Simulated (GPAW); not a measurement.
Write an ASE script for GPAW 26.7.0 that does the following.

* Task: equation of state
* Functional: BEEF-vdW
* Potentials or basis: GPAW PAW data sets (gpaw-data 1.2.1)
* Cutoff: 600 eV
* Basis: pw
* k mesh: 6 × 6 × 6
* Occupations: fermi-dirac, width 0.05 eV
* Spin: no spin polarisation
* Maxiter: 150
* Eos scales: [0.94, 0.96, 0.98, 1.0, 1.02, 1.04, 1.06]

PbSe (Clausthalite):

```
CELL_PARAMETERS angstrom
0.00000 3.06065 3.06065
3.06065 0.00000 3.06065
3.06065 3.06065 0.00000
ATOMIC_POSITIONS crystal
Pb 0.00000 0.00000 0.00000
Se 0.50000 0.50000 0.50000
```

One way to write it, as run:

run.py

```python
from ase.eos import EquationOfState
from ase.io import Trajectory
from ase.spacegroup import crystal
from ase.units import GPa
from gpaw import GPAW, PW

# Pb 4a
# Se 4b
atoms = crystal(['Pb', 'Se'],
                basis=[[0.0, 0.0, 0.0],
                       [0.5, 0.0, 0.0]],
                spacegroup=225, setting=1,  # Fm-3m
                cellpar=[6.1213, 6.1213, 6.1213, 90.0, 90.0, 90.0],
                primitive_cell=True)

traj = Trajectory('eos.traj', 'w')
volumes, energies = [], []
for x in [0.94, 0.96, 0.98, 1.0, 1.02, 1.04, 1.06]:
    a = atoms.copy()
    a.set_cell(atoms.cell * x**(1 / 3), scale_atoms=True)
    calc = GPAW(mode=PW(600),
                xc={'name': 'BEEF-vdW', 'backend': 'libvdwxc'},
                kpts={'size': (6, 6, 6), 'gamma': True},
                occupations={'name': 'fermi-dirac', 'width': 0.05},
                nbands=19,
                convergence={'density': 1e-05, 'energy': 1e-05},
                maxiter=150,
                txt=f'eos-{x:.2f}.txt')
    a.calc = calc
    energies.append(a.get_potential_energy(force_consistent=True))
    volumes.append(a.get_volume())
    calc.write(f'eos-{x:.2f}.gpw')
    traj.write(a)
    print(f'{x:.2f} {volumes[-1]:10.4f} A^3 {energies[-1]:14.6f} eV', flush=True)

v0, e0, B = EquationOfState(volumes, energies, eos='birchmurnaghan').fit()
print(f'V0 = {v0:.4f} A^3, E0 = {e0:.6f} eV, B0 = {B / GPa:.2f} GPa')
```

Potentials or basis: GPAW PAW data sets (gpaw-data 1.2.1), pw.

Launch:

```console
$ OMP_NUM_THREADS=1 python run.py
```

It gave:

```json
{
 "Equilibrium volume": "30.87 Å³/atom (rough: see the caveat)",
 "Bulk modulus": "45 GPa (rough)"
}
```

Caveat: the minimum lies outside the volumes run; the PAW data sets were made with another functional, which shifts forces and pressure a little.

It took 94 s on 1 thread of Arm Neoverse V1, on a shared host, peak memory 0.3 GiB.
